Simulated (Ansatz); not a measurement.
## K under changes of volume

One of the cells (78.519 Å³/atom); the others are scaled copies at fixed shape and fractional positions:

```
K
1.0
    -2.69756    2.69756    2.69756
     2.69756   -2.69756    2.69756
     2.69756    2.69756   -2.69756
K
1
Direct
  0.00000 0.00000 0.00000
```

| Quantity | Value |
| --- | --- |
| Program | Ansatz 0.2.0 |
| Functional | HSE06 |
| Potentials or basis | Ansatz PAW polarizable |
| Cutoff | 420 eV (not typed: the program's choice for these potentials) |
| k mesh | 5 × 5 × 5 |
| Occupations | gaussian, width 0.05 eV |
| Spin | no spin polarisation |

```csv
volume (Å³/atom),energy over the lowest point (meV/atom),pressure (GPa)
73.807,0.48,0.1
75.378,0.00,0.0
76.948,0.24,-0.1
78.519,?,?
80.089,2.60,-0.2
81.659,4.61,-0.2
83.230,7.10,-0.3
```

What does the run at 78.519 Å³/atom give?

Energy over the lowest point 1.13 meV/atom; pressure -0.1 GPa.

Worked out: A Birch-Murnaghan fit of order 3 (a polynomial in V^(-2/3)) to the other rows has its minimum at 75.62 Å³/atom with B0 = V·E''(V) = 3.5 GPa and B' = 3.8. It gives 1.13 meV/atom at 78.519 Å³/atom, against the run's 1.13, and -dE/dV = -0.1 GPa, against -0.1.

Energies are extrapolated to zero smearing.

Caveats: the PAW data sets come from PBE, with cores solved anew for the run's functional, which leaves a small shift of forces and pressure; the thresholds are loose for stress.
